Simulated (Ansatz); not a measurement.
Energy against volume for Sb2Te3 (Bi2Te3 type, space group R-3m)

Sb2Te3 (Bi2Te3 type, space group R-3m)

```
CELL_PARAMETERS angstrom
      2.10523     1.21546     9.72989
     -2.10523     1.21546     9.72989
      0.00000    -2.43091     9.72989
ATOMIC_POSITIONS crystal
  Sb 0.39962 0.39962 0.39962
  Sb 0.60038 0.60038 0.60038
  Te 0.00000 0.00000 0.00000
  Te 0.20834 0.20834 0.20834
  Te 0.79166 0.79166 0.79166
```

E(V) scan at fixed shape, V₀ the volume above. The atoms relax within the cell's symmetry.

These are PBEsol-D3(BJ) (plane waves to 420 eV, PAW, scalar-relativistic; Ansatz, a quantum-chemistry and plane-wave program) values and carry that method's errors. k mesh 9×9×9 (Γ-centred), Fermi-Dirac smearing 0.05 eV. The energy includes the smearing's −TS. Compression counts positive. With the shape held, the modulus is that of even scaling; a crystal free to change shape is softer. At this level the bands of Sb2Te3 touch or barely overlap; measurements give the solid a gap. Sb2Te3 was relaxed with its symmetry unable to fall. Spin-orbit coupling is left out, though Sb and Te are heavy. ΔE is measured from the relaxed starting cell.

```tsv
V (Å³/atom)	ΔE (eV/atom)	P (GPa)
28.084	0.020	3.8
28.442	0.012	2.9
28.801	0.007	2.1
29.159	0.003	1.3
29.518	0.001	0.6
29.876	0.000	0.0
30.235	0.001	-0.6
30.593	0.003	-1.1
30.952	0.006	-1.6
31.310	0.010	-2.1
31.669	0.015	-2.5
```

Derived quantities:

```yaml
pressure_at_the_smallest_volume: 3.8 GPa
energy_cost_of_the_largest_compression: 20 meV/atom
energy_cost_of_the_largest_expansion: 15 meV/atom
Bulk modulus at fixed cell shape B₀ (third-order Birch-Murnaghan fit): 50.8 GPa
Pressure derivative B₀′ (fit): 6.0
equilibrium_volume_of_the_fit: 29.87 Å³/atom
Pressure for 5 % compression (fit): 3.0 GPa
```

The 11 points together took very roughly 12 core-minutes.

(Under strain, the slope of the energy per volume gives the stress and its curvature an elastic modulus.)
